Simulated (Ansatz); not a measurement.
Here is an Ansatz 0.2.0 calculation.

input.yaml

```yaml
crystal:
  lattice:
    - [0.0, 1.78337, 1.78337]
    - [1.78337, 0.0, 1.78337]
    - [1.78337, 1.78337, 0.0]
  atoms:
    - { symbol: C, position: [0.75, 0.75, 0.75] }
    - { symbol: C, position: [0.5, 0.5, 0.5] }
hamiltonian:
  xc: pbe0
  pseudopotentials: { kind: paw }
kpoints:
  mp_grid: { grid: [7, 7, 7] }
  band_path:
    path:
      - [[0.0, 0.0, 0.0], [0.5, 0.0, 0.5], [0.5, 0.25, 0.75], [0.375, 0.375, 0.75], [0.0, 0.0, 0.0], [0.5, 0.5, 0.5], [0.625, 0.25, 0.625], [0.5, 0.25, 0.75], [0.5, 0.5, 0.5], [0.375, 0.375, 0.75]]
      - [[0.625, 0.25, 0.625], [0.5, 0.0, 0.5]]
    npoints: 4
scf:
  occupations: { method: fermi_dirac, width: 0.05 }
  n_extra_bands: 6
output:
  forces: true
  stress: true
  eigenvalues: true
  fatbands: false
```

Potentials or basis: Ansatz PAW.

The run is started by

```sh
$ ansatz run input.yaml --threads 2 --pin off --max-ram 5632MiB --backend cpu --events-out ev --progress --plain --runs-dir out
```

(1) Estimate the pressure.

(2) Estimate the band gap along the path.

(3) Predict the band gap on the k mesh.

## Answers

(1) -8.3 GPa.

(2) 6.04 eV, indirect (least direct gap 7.71 eV).

(3) 6.16 eV, indirect (least direct gap 7.71 eV).

Caveat: the k mesh is coarse (spacing up to 0.44 Å⁻¹), so the values aren't converged, least of all with exact exchange; the k mesh misses the band edges, so the gap on the mesh is wider than the one along the path; the pressure holds a Pulay correction of +0.8 GPa for the finite cutoff; the PAW data sets come from PBE, with cores solved anew for the run's functional, which leaves a small shift of forces and pressure; the thresholds are loose for stress.
